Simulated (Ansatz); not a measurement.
# Ge: the cost of one run

Method: DFT PBE, scalar-relativistic, plane waves, PAW, in Ansatz 0.2.0.

## 1. The system as given

It takes space group P6/mmm (No. 191, hexagonal). The conventional cell has a = 7.178 Å, b = 7.178 Å, c = 3.271 Å, α = 90.00°, β = 90.00°, γ = 120.00°. Around Ge (site symmetry mm2) lie 4 Ge at 2.36 to 2.42 Å. Around Ge (site symmetry -6m2) lie 6 Ge at 2.42 Å.

Structure file:

```cif
data_structure
_symmetry_space_group_name_H-M 'P 1'
_symmetry_Int_Tables_number 1
_cell_length_a 7.1781
_cell_length_b 7.1781
_cell_length_c 3.2713
_cell_angle_alpha 90.000
_cell_angle_beta 90.000
_cell_angle_gamma 120.000
_cell_volume 145.97
loop_
_atom_site_label
_atom_site_type_symbol
_atom_site_fract_x
_atom_site_fract_y
_atom_site_fract_z
_atom_site_occupancy
Ge1 Ge 0.81000 0.19000 0.50000 1
Ge2 Ge 0.81000 0.62000 0.50000 1
Ge3 Ge 0.38000 0.19000 0.50000 1
Ge4 Ge 0.19000 0.81000 0.50000 1
Ge5 Ge 0.19000 0.38000 0.50000 1
Ge6 Ge 0.62000 0.81000 0.50000 1
Ge7 Ge 0.33333 0.66667 0.00000 1
Ge8 Ge 0.66667 0.33333 0.00000 1
```

The cell is invented: 4-, 6-connected net of one element (P6/mmm, No. 191). The dimensions are guesses.

## 2. The guess as it stands, on a coarse mesh

The input, input.yaml:

```yaml
crystal:
  lattice:
    - [7.17808574, 0.0, 0.0]
    - [-3.58904287, 6.2164046, 0.0]
    - [0.0, 0.0, 3.27129712]
  atoms:
    - { symbol: Ge, position: [0.8099998, 0.1900002, 0.5] }
    - { symbol: Ge, position: [0.8099998, 0.6199996, 0.5] }
    - { symbol: Ge, position: [0.3800004, 0.1900002, 0.5] }
    - { symbol: Ge, position: [0.1900002, 0.8099998, 0.5] }
    - { symbol: Ge, position: [0.1900002, 0.3800004, 0.5] }
    - { symbol: Ge, position: [0.6199996, 0.8099998, 0.5] }
    - { symbol: Ge, position: [0.33333333, 0.66666667, 0.0] }
    - { symbol: Ge, position: [0.66666667, 0.33333333, 0.0] }
basis:
  ecutwfc: 420
kpoints:
  mp_grid: { grid: [3, 3, 6] }
hamiltonian:
  xc: pbe
scf:
  occupations: { method: gaussian, width: 0.1 }
  lower_state_search: "off"
output:
  forces: true
  stress: true
  eigenvalues: true
```

On the command line:

```bash
$ ansatz run input.yaml --threads 1 --pin off --max-ram 2048MiB --backend cpu --events-out ev --progress --plain --runs-dir out
```

What time and memory should one allow on 1 thread of Arm Neoverse V1, shared host?

About 10 s, with a peak of 0.41 GiB.
